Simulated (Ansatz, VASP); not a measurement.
# SrO: VASP beside Ansatz

Wanted: the spread between two codes on one cell, functional and k mesh.

Program: Ansatz 0.2.0. Level of theory: plane waves, with VASP 6.6.1 beside it; single point at PBEsol. Results are calculated unless marked as measured.

The database entry behind the starting cell differs from later determinations by our own check (about 0.5 % short), so it need not match the best structure at ambient conditions.

## (1) The structure

Symmetry: Fm-3m, No. 225, cubic system. The conventional cell has a = 5.133 Å, b = 5.133 Å, c = 5.133 Å, α = 90.00°, β = 90.00°, γ = 90.00°. Sr has 6 O at 2.57 Å nearest. Nearest to O lie 6 Sr at 2.57 Å. Farther neighbours and most contacts between anions are not listed.

Coordinates:

```
Sr O
1.0
     0.00000    2.56630    2.56630
     2.56630    0.00000    2.56630
     2.56630    2.56630    0.00000
Sr O
1 1
Direct
  0.50000 0.50000 0.50000
  0.00000 0.00000 0.00000
```

## (2) VASP: single point, PBEsol

A single point gives forces, pressure and levels at one fixed geometry, so differences don't come from the geometry; what else differs is listed under the comparison.

Lines of VASP's logs that name or quote its potential files are left out, and so is its time.

INCAR reads:

```
SYSTEM = SrO
PREC = Accurate
ENCUT = 520
EDIFF = 1E-05
NELM = 100
ISMEAR = 0
SIGMA = 0.05
LREAL = .FALSE.
ALGO = Normal
GGA = PS
NBANDS = 14
LORBIT = 11
LWAVE = .FALSE.
LCHARG = .FALSE.
KPAR = 4
```

POSCAR reads:

```
SrO
1.0
    0.0000000000      2.5663000000      2.5663000000
    2.5663000000      0.0000000000      2.5663000000
    2.5663000000      2.5663000000      0.0000000000
Sr O
1 1
Direct
    0.5000000000      0.5000000000      0.5000000000
    0.0000000000      0.0000000000      0.0000000000
```

KPOINTS reads:

```
Automatic mesh
0
Gamma
8 8 8
0 0 0
```

The projector-augmented-wave data sets are Sr_sv and O (PBE family, release 64).

Command:

```
> mpirun -np 4 vasp_std
```

Numbers of over 12 decimals in the logs are rounded to 6 here.

What it wrote:

```text
[banner, memory and clock lines left out]
running    4 mpi-ranks, on    1 nodes
 distrk:  each k-point on    1 cores,    4 groups
 distr:  one band on    1 cores,    1 groups

 POSCAR found type information on POSCAR SrO
 POSCAR found :  2 types and       2 ions
|                                                                             |
|               ----> ADVICE to this user running VASP <----                  |
|                                                                             |
|     You enforced a specific xc type in the INCAR file but a different       |
|     [... a line on the potential file left out ...]
|     I HOPE YOU KNOW WHAT YOU ARE DOING!                                     |
|                                                                             |

 LDA part: xc-table for (Slater+PW92), standard interpolation
 POSCAR, INCAR and KPOINTS ok, starting setup
 FFT: planning ... GRIDC
 FFT: planning ... GRID_SOFT
 FFT: planning ... GRID
 WAVECAR not read
 entering main loop
       N       E                     dE             d eps       ncg     rms          rms(c)
DAV:   1     0.603189849491E+02    0.60319E+02   -0.78329E+03   812   0.107E+03
DAV:   2    -0.114814647563E+02   -0.71800E+02   -0.65888E+02  1196   0.218E+02
DAV:   3    -0.145409447283E+02   -0.30595E+01   -0.30431E+01  1058   0.388E+01
DAV:   4    -0.146155266828E+02   -0.74582E-01   -0.74563E-01  1068   0.390E+00
DAV:   5    -0.146162749405E+02   -0.74826E-03   -0.74826E-03   998   0.348E-01    0.172E+01
DAV:   6    -0.128040997230E+02    0.18122E+01   -0.62401E+00   842   0.196E+01    0.203E+01
DAV:   7    -0.126652702919E+02    0.13883E+00   -0.34595E-01   974   0.515E+00    0.118E+01
DAV:   8    -0.126383170904E+02    0.26953E-01   -0.12526E-01   974   0.359E+00    0.609E-01
DAV:   9    -0.126394956156E+02   -0.11785E-02   -0.63265E-03  1166   0.511E-01    0.231E-01
DAV:  10    -0.126395824451E+02   -0.86829E-04   -0.31255E-04   878   0.192E-01    0.110E-01
DAV:  11    -0.126396729841E+02   -0.90539E-04   -0.94937E-05   862   0.779E-02    0.286E-02
DAV:  12    -0.126396811185E+02   -0.81344E-05   -0.10448E-05   764   0.276E-02
   1 F= -.12639681E+02 E0= -.12639681E+02  d E =-.268890E-21
```

OUTCAR, selected parts (step 2):

```text
ion  position               nearest neighbor table
   1  0.500  0.500  0.500-   2 2.57   2 2.57   2 2.57   2 2.57   2 2.57   2 2.57
   2  0.000  0.000  0.000-   1 2.57   1 2.57   1 2.57   1 2.57   1 2.57   1 2.57

  LATTYP: Found a face centered cubic cell.
 ALAT       =     5.1326000000

 Subroutine GETGRP returns: Found 48 space group operations
 (whereof 48 operations were pure point group operations)

The static configuration has the point symmetry O_h .

 Found     29 irreducible k-points:

   k-points           NKPTS =     29   k-points in BZ     NKDIM =     29   number of bands    NBANDS=     14

   dimension x,y,z NGX =    28 NGY =   28 NGZ =   28
   dimension x,y,z NGXF=    56 NGYF=   56 NGZF=   56

   ENCUT  =  520.0 eV  38.22 Ry    6.18 a.u.   6.75  6.75  6.75*2*pi/ulx,y,z

   NELECT =      16.0000    total number of electrons

 k-points in reciprocal lattice and weights: Automatic mesh
   0.00000000  0.00000000  0.00000000       0.002
   0.12500000  0.00000000  0.00000000       0.016
   0.25000000  0.00000000  0.00000000       0.016
   0.37500000  0.00000000  0.00000000       0.016
   0.50000000  0.00000000  0.00000000       0.008
   0.12500000  0.12500000  0.00000000       0.012
   0.25000000  0.12500000  0.00000000       0.047
   0.37500000  0.12500000  0.00000000       0.047
   0.50000000  0.12500000  0.00000000       0.047
[...]
-0.37500000  0.50000000  0.12500000       0.023
  -0.25000000  0.50000000  0.25000000       0.012

 average (electrostatic) potential at core
       1 -36.2264       2 -70.7626

 E-fermi :   1.8334

 k-point     1 :       0.0000    0.0000    0.0000
  band No.  band energies     occupation
    ...
      4     -12.3508      2.00000
      5     -12.3508      2.00000
      6       1.5133      2.00000
      7       1.5134      2.00000
      8       1.5134      2.00000
      9       5.3761      0.00000
     10       7.6877      0.00000
     11       7.6877      0.00000
     12       7.6877      0.00000
     13       9.8960      0.00000
    ...

 k-point     2 :       0.1250    0.0000    0.0000
  band No.  band energies     occupation
    ...
      4     -12.3635      2.00000
      5     -12.0356      2.00000
      6       1.0423      2.00000
      7       1.3109      2.00000
      8       1.3109      2.00000
      9       6.0890      0.00000
     10       7.5248      0.00000
     11       7.9992      0.00000
     12       7.9992      0.00000
     13      10.3120      0.00000
    ...

 k-point     3 :       0.2500    0.0000    0.0000
  band No.  band energies     occupation
    ...
      4     -12.3937      2.00000
      5     -11.5792      2.00000
      6       0.1930      2.00000
      7       0.8750      2.00000
      8       0.8750      2.00000
      9       7.4425      0.00000
     10       7.6475      0.00000
     11       8.8461      0.00000
     12       8.8461      0.00000
     13      11.3505      0.00000
    ...

  Total        0.0290600      0.0290600      0.0290600      0.0000000     -0.0000000      0.0000000
  in kB        1.3773827      1.3773827      1.3773827      0.0000000     -0.0000000      0.0000000
  external PRESSURE =       1.3773827 kB  Pullay stress =       0.0000000 kB

  energy-cutoff  :      520.00
  volume of cell :       33.80
      direct lattice vectors                 reciprocal lattice vectors
     0.000000000  2.566300000  2.566300000    -0.194833028  0.194833028  0.194833028
     2.566300000  0.000000000  2.566300000     0.194833028 -0.194833028  0.194833028
     2.566300000  2.566300000  0.000000000     0.194833028  0.194833028 -0.194833028

 POSITION                                       TOTAL-FORCE (eV/Angst)
 -----------------------------------------------------------------------------------
      2.56630      2.56630      2.56630         0.000000     -0.000000     -0.000000
      0.00000      0.00000      0.00000        -0.000000      0.000000      0.000000
 -----------------------------------------------------------------------------------
    total drift:                                0.000000      0.000000      0.000000

  FREE ENERGIE OF THE ION-ELECTRON SYSTEM (eV)
  ---------------------------------------------------
  free  energy   TOTEN  =       -12.6396811185 eV

  energy  without entropy=      -12.6396811185  energy(sigma->0) =      -12.63968112

 total charge
# of ion       s       p       d       tot
------------------------------------------
    1        2.016   5.783   0.263   8.063
    2        1.548   3.404   0.000   4.952
--------------------------------------------------
tot          3.564   9.187   0.263  13.014

[... 3 further parts left out ...]
```

The gap is read on the k-mesh alone, so it is an upper bound where the band edges lie off the mesh. The PAW data sets were made with PBE, which is usual practice but a small mismatch for other functionals.

## (3) Ansatz: single point, PBEsol

Ansatz runs on its default PAW (the set named soft_2) files.

The same cell, functional, mesh and smearing now go to Ansatz, which takes its cutoff from its data sets.

input.yaml reads:

```yaml
crystal:
  lattice:
    - [0.0, 2.5663, 2.5663]
    - [2.5663, 0.0, 2.5663]
    - [2.5663, 2.5663, 0.0]
  atoms:
    - { symbol: Sr, position: [0.5, 0.5, 0.5] }
    - { symbol: O, position: [0.0, 0.0, 0.0] }
hamiltonian:
  xc: pbesol
  pseudopotentials: { kind: paw }
kpoints:
  mp_grid: { grid: [8, 8, 8] }
scf:
  occupations: { method: gaussian, width: 0.05 }
  n_extra_bands: 4
output:
  forces: true
  stress: true
  eigenvalues: true
```

Command:

```
> ansatz run input.yaml --threads 2 --pin off --max-ram 4608MiB --backend cpu --events-out ev --progress --plain --runs-dir out
```

What it wrote:

```text
scf.n_extra_bands = 4 over 8 filled bands (N_el = 16.0): the run solves 12 bands
Engine: ansatz 0.2.0, x86_64-unknown-linux-gnu
Pseudopotentials: kind: paw
Pseudopotential: Sr, paw, valence charge 10, recommended cutoff 420 eV (normal), Sr.paw.azcp
Pseudopotential: O, paw, valence charge 6, recommended cutoff 420 eV (normal), O.paw.azcp
Functional definition: PBEsol
  exchange = pbesol_x
  correlation = pbesol_c
Crystal: 2 atoms, lattice volume = 33.803 Å³
Basis set: ecut = 420 eV, 645 PW (Γ), exchange–correlation on 50×50×50 points (8 copies of the dense FFT grid, shifted against one another)
Bands: 12, of which v1, the nominal top of the filled ones, is band 8 counted from 1 (7 counted from 0)
Symmetry: 48 space group operations
Space group: Fm-3m (ITA 225), of the structure as read, at distance tolerance 3.2e-5 Å
k-points: 29 of 512
Non-local potential: Sr, projectors of the file, l = 0: 3, l = 1: 2, l = 2: 2
Non-local potential: O, projectors of the file, l = 0: 2, l = 1: 2, l = 2: 1
PAW form: soft (Blöchl's): semilocal exchange-correlation on the pseudo side does not see the compensation charge
PAW frozen core: Sr, regenerated for the run's functional, and the local potential with it (the file was generated under x = pbe(κ = 0.804, μ = 0.219515), c = pbe(β = 0.066725))
PAW frozen core: O, regenerated for the run's functional, and the local potential with it (the file was generated under x = pbe(κ = 0.804, μ = 0.219515), c = pbe(β = 0.066725))
PAW one-centre angular grid: Sr, 110 points (default); XC on 64 Gauss nodes
PAW one-centre angular grid: O, 110 points (default); XC on 64 Gauss nodes
Initial density: superposition of atomic densities (neutral atoms: chi_scale 0, normalization atom), corrected by the library's trained network
Initial wavefunctions: pseudopotential atomic-orbital guess
Functional: x = pbesol(κ = 0.804, μ = 0.123457), c = pbesol(β = 0.046)
SCF iter   1: F=—  HF=-4056.130191 eV  |F-HF|=—  |Δ(HF+E_count)|=         —  Δρ=1.46e-2  dr2=6.87e-2  ethr=1.77e-3  ⟨swp⟩=8.1  Hψ=2714  notcnv=0
preconditioner: auto → none  [insulator: Δε(μ)=2.961 eV  Ē_g=16.022 eV  σ=0.050 eV  W_gap=1.00  n_scr=8 (ndim 8)  ℏωp=23.9 eV  f_vac=0.000  D(μ)=0.00/eV (n_scr^D=0)  ε∞_Penn≈3.2]
SCF iter   2: F=—  HF=-4056.115578 eV  |F-HF|=—  |Δ(HF+E_count)|=   1.46e-2  Δρ=2.39e-3  dr2=2.40e-3  ethr=4.29e-4  ⟨swp⟩=2.2  Hψ=705  notcnv=0
SCF iter   3: F=—  HF=-4056.115255 eV  |F-HF|=—  |Δ(HF+E_count)|=   3.23e-4  Δρ=5.60e-4  dr2=6.82e-5  ethr=1.50e-5  ⟨swp⟩=2.1  Hψ=434  notcnv=0
SCF iter   4: F=—  HF=-4056.115260 eV  |F-HF|=—  |Δ(HF+E_count)|=   4.04e-6  Δρ=2.70e-5  dr2=1.90e-7  ethr=4.27e-7  ⟨swp⟩=2.3  Hψ=521  notcnv=0
iter 5 did not close the SCF: its close was put off for the readings that it lacked (scf_convergence_deferred on its scf_iter line)
SCF iter   5: F=-4056.115260 eV  HF=-4056.115260 eV  |F-HF|=4.00e-9  |Δ(HF+E_count)|=   5.95e-8  Δρ=7.17e-6  dr2=6.82e-9  ethr=1.19e-9  ⟨swp⟩=2.3  Hψ=579  notcnv=0
SCF iter   6: F=-4056.115260 eV  HF=-4056.115260 eV  |F-HF|=1.07e-10  |Δ(HF+E_count)|=   5.17e-9  Δρ=9.86e-7  dr2=1.50e-10  ethr=4.26e-11  ⟨swp⟩=2.4  Hψ=1303  notcnv=0
SCF 1 converged in 6 iterations: F = -4056.115260 eV  dr2 = 1.50e-10
  greatest PAW one-centre occupation: 0.987 electrons in one spin orbital (limit 2), on the Sr atom at site 0 (counted from 0), in its partial waves of l = 0
SCF converged after 6 iterations
Free energy (F): -4056.115260 eV
Harris-Foulkes:  -4056.115260 eV  (|F-HF|=1.07e-10)
Internal energy: -4056.115260 eV  (E = F + TS)
E sigma→0 (E₀):  -4056.115260 eV
Fermi energy:    9.422036 eV
--- Per-component energies (eV) ---
  E_band       = -58.490680
  E_kinetic    = 422.089827
  E_local      = -860.404264  (includes V_loc(G=0)·N_el)
  E_nonlocal   = 251.818159
  E_hartree    = 231.233157
  E_xc         = -246.493508
  E_vxc        = -257.632120  (∫ρ·V_xc dr)
  E_paw        = -2796.413453  (= ΣΔE_a)
  E_vpaw       = -76.830965  (= ΣTr[D̂ρ^β])
  E_aug_tail   = 0.002407  (compensation charges beyond the density's cutoff)
  E_ewald      = -1058.117221
  E_core_change = 0.169635  (= ΣΔE_core)
  E_smearing   = -0.000000  (= −TS)
  E_closure    = 0.000000  (closes the sum)
  Σ components = -4056.115260   (vs F -4056.115260, Δ=0.00e0)
--- Forces (eV/Å), atoms counted from 1 ---
  atom   1  Sr    -0.00000000     0.00000000     0.00000000
  atom   2  O     -0.00000000     0.00000000    -0.00000000
  max |Σ_I F_I| component: 3.48e-30 eV/Å
--- Stress (GPa, compression-positive) ---
       -0.553834      -0.000000       0.000000
       -0.000000      -0.553834      -0.000000
       -0.000000       0.000000      -0.553834
  P = ⅓ Tr σ = -0.5538 GPa (-5.538 kbar)
--- Band table (eV; the first three rows and the last of 29) ---
  k-point 0: bands = [... 4 lower, -5.9713, 7.8221, 7.8221, 7.8221, 11.7107, 14.0452, 14.0452, 14.0452]
  k-point 1: bands = [... 4 lower, -5.6657, 7.3569, 7.6253, 7.6253, 12.4220, 13.8692, 14.3529, 14.3529]
  k-point 2: bands = [... 4 lower, -5.2169, 6.5186, 7.2004, 7.2004, 13.7760, 13.9740, 15.1927, 15.1927]
  k-point 28: bands = [... 4 lower, -5.4074, 6.6882, 7.4055, 7.4055, 13.7995, 13.7995, 16.5145, 19.0987]
```

It took 0.54 s on 2 threads of Intel Xeon Platinum 8375C at 2.90GHz (Ice Lake), shared host; peak memory 0.34 GiB; 0.89 s of CPU time.

The run ends at a pressure of -0.55 GPa.

## (4) Differences

Known differences besides the potentials themselves: the cutoff is 420 eV in Ansatz and 520 eV in VASP; Ansatz makes its cores anew for this functional, VASP keeps those of its PBE data sets; VASP leaves aspherical gradient terms in its spheres out (LASPH is not set), Ansatz keeps them. Total energies have different zeros and are not compared.

The two programs side by side:

| quantity | Ansatz | VASP | difference |
| --- | --- | --- | --- |
| pressure (GPa) | -0.55 | 0.14 | -0.69 |
| pressure without Ansatz's Pulay correction (GPa) | -0.95 | 0.14 | -1.09 |
| gap on the k mesh (eV) | 3.200 | 3.152 | +0.047 |

A gap on the mesh is an upper bound, since the band edges may lie between its points. Ansatz's pressure holds a Pulay correction of 0.40 GPa; VASP's holds none.

## (5) Results

```yaml
difference_in_gap_on_the_k_mesh_single_point_pbesol: 0.047 eV
difference_in_pressure_single_point_pbesol: -0.69 GPa
```

What this shows: The difference in pressure is -0.69 GPa (single point, PBEsol), within the 1 GPa picked in this series as the mark of a large difference. Such differences can come from data sets, numerical settings and the points named under the comparisons, not from the functional's error against experiment.

[Lines on the potential files, build, host, timing and source positions are cut from VASP's logs without a mark.]

[Logs are printed without paths, hosts, clocks, repeated set-up lines and the standing remarks that a program may print on its own settings, such as how far it seeks lower states.]

[Hosts, paths, dates, database ids (printed as entryN), source tags and the programs' standing remarks are cut or masked in the printed files.]
